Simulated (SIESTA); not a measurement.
Crystal: FePt (Tetraferroplatinum).

```
CELL_PARAMETERS angstrom
2.72350 0.00000 0.00000
0.00000 2.72350 0.00000
0.00000 0.00000 3.72000
ATOMIC_POSITIONS crystal
Pt 0.50000 0.50000 0.50000
Fe 0.00000 0.00000 0.00000
```

| Quantity | Value |
| --- | --- |
| Program | SIESTA 5.4.2 |
| Task | single point |
| Functional | PBEsol |
| Potentials or basis | PseudoDojo 0.4 standard (PBEsol files) |
| Basis | DZP (energy shift 0.003 Ry; two zetas on semicore shells) |
| Grid cutoff | 800 Ry |
| Energy shift | 0.003 Ry |
| k mesh | 10 × 10 × 7 |
| Occupations | fermi-dirac, width 0.05 eV |
| Spin | collinear spin, ferromagnetic start |
| Starting moments | [0.0, 3.0] μB |

On this cell: pressure -4.3 GPa; largest force under 0.003 eV/Å; net moment 3.35 μB per cell; site moments Pt +0.26; Fe +3.09 μB; band gap on the k mesh none (metal or under the smearing width).

The same run follows on a disturbed copy (atoms moved at random, drawn with an rms of 0.05 Å):

```xyz
2
Lattice="2.7235 0.0000 0.0000 0.0000 2.7235 0.0000 0.0000 0.0000 3.7200" Properties=species:S:1:pos:R:3 pbc="T T T"
Pt    1.3525    1.3543    1.8681
Fe   -0.0239    0.0517    0.0431
```

Q: What does the disturbed cell give?

A: The energy (extrapolated to zero smearing) moves by +7.2 meV/atom; pressure -4.0 GPa; largest force 0.443 eV/Å; net moment 3.35 μB per cell; site moments Pt +0.26; Fe +3.09 μB; band gap on the k mesh none (metal or under the smearing width).

Forces in eV/Å, atoms in the order of the input:
```
Pt  -0.066  0.268  0.347
Fe   0.068 -0.264 -0.345
```

Stress tensor (GPa, compression positive):
```
-4.09 -0.03 -0.09
-0.03 -4.17  0.40
-0.09  0.40 -3.77
```

Caveats: short orbitals over semicore shells can move pressures by several GPa; the basis of atomic orbitals isn't converged, which shifts pressures, moduli and gaps.
